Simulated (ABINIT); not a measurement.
Crystal: La2O3.

```
CELL_PARAMETERS angstrom
6.37027 0.00000 0.00000
-3.18514 5.51682 0.00000
0.00000 0.00000 3.28989
ATOMIC_POSITIONS crystal
La 0.66667 0.33333 0.49810
La 0.33333 0.66667 0.50190
O 0.50461 0.00000 0.00000
O 0.00000 0.50461 0.00000
O 0.49539 0.49539 0.00000
```

The cell comes from a database or a generator and needn't be the stable form of this composition.

| Property | Result |
| --- | --- |
| Program | ABINIT 10.8.3 (patched build) |
| Task | relaxation of cell and atoms |
| Functional | PBEsol |
| Potentials or basis | JTH PAW PBE v2.0 |
| Cutoff | 626 eV |
| k mesh | 3 × 3 × 5 |
| Occupations | fermi-dirac, width 0.05 eV |
| Spin | no spin polarisation |

At the start: pressure -2.5 GPa; volume 23.12 Å³/atom.

Question: Where does the relaxation end?

Answer: Over 10 steps the energy falls by 5.0 meV/atom and the volume is 22.51 Å³/atom (-2.7 %); space group P6/mmm (No. 191, to 0.05 Å).

The path:
```tsv
step	energy change (eV)	largest force (eV/Å)	pressure (GPa)	volume (Å³)
1	0.0000	0.0440	-2.46	115.62
2	-0.0119	0.0421	-1.73	114.75
3	-0.0230	0.0363	0.00	112.80
4	-0.0232	0.0357	-0.03	112.81
5	-0.0238	0.0303	-0.03	112.68
6	-0.0238	0.0291	0.01	112.62
7	-0.0240	0.0260	0.09	112.52
8	-0.0241	0.0199	0.17	112.43
9	-0.0245	0.0114	0.19	112.42
10	-0.0248	0.0138	0.11	112.54
```

Final structure:
```yaml
crystal:
  lattice:
    - [6.31277, 0.00000, 0.00000]
    - [-3.15639, 5.46702, 0.00000]
    - [0.00000, 0.00000, 3.26089]
  atoms:
    - { symbol: La, position: [0.66667, 0.33333, 0.50134] }
    - { symbol: La, position: [0.33333, 0.66667, 0.49866] }
    - { symbol: O, position: [0.50051, 0.00000, 0.00000] }
    - { symbol: O, position: [0.00000, 0.50051, 0.00000] }
    - { symbol: O, position: [0.49949, 0.49949, 0.00000] }
```

Caveat: the PAW data sets were made with another functional, which shifts forces and pressure a little.
